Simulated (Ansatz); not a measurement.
## Si under changes of volume

One of the cells (21.259 Å³/atom); the others are scaled copies at fixed shape and fractional positions:

```
CELL_PARAMETERS angstrom
-3.32544 3.32544 1.92239
3.32544 -3.32544 1.92239
3.32544 3.32544 -1.92239
ATOMIC_POSITIONS crystal
Si 0.82120 0.17880 0.00000
Si 0.17880 0.82120 0.00000
Si 0.82120 0.82120 0.64240
Si 0.17880 0.17880 0.35760
```

This isn't the form of Si at room conditions, which is diamond.

```yaml
Program: Ansatz 0.2.0
Functional: r2SCAN
Potentials_or_basis: Ansatz PAW
Cutoff: "500 eV (not typed: the program's choice for these potentials)"
k_mesh: 8 × 8 × 8
Occupations: fermi-dirac, width 0.05 eV
Spin: no spin polarisation
```

```csv
volume (Å³/atom),energy over the lowest point (meV/atom),pressure (GPa),gap on the mesh (eV),largest force (eV/Å)
19.983,24.61,6.4,0.23,0.095
20.409,?,?,?,?
20.834,2.71,2.0,0.37,0.030
21.259,0.00,0.1,0.44,0.000
21.684,2.06,-1.6,0.47,0.027
22.109,8.42,-3.2,0.47,0.054
22.534,18.65,-4.5,0.46,0.078
```

Q: What does the run at 20.409 Å³/atom give?

A: Energy over the lowest point 10.72 meV/atom; pressure 4.1 GPa; gap on the mesh 0.30 eV; largest force 0.062 eV/Å.

Worked out: A Birch-Murnaghan fit of order 3 (a polynomial in V^(-2/3)) to the other rows has its minimum at 21.28 Å³/atom with B0 = V·E''(V) = 89 GPa and B' = 4.2 at fixed shape and positions, which overstates the stiffness. It gives 10.70 meV/atom at 20.409 Å³/atom, against the run's 10.72, and -dE/dV = 4.1 GPa, against 4.1. A parabola through the other rows of the gap, of slope 3.81 eV per unit of ln V there, gives 0.32 eV, against the run's 0.30.

Energies are extrapolated to zero smearing.

Caveats: the PAW data sets come from PBE, with cores solved anew for the run's functional, which leaves a small shift of forces and pressure.

A mesh can miss the band edges.
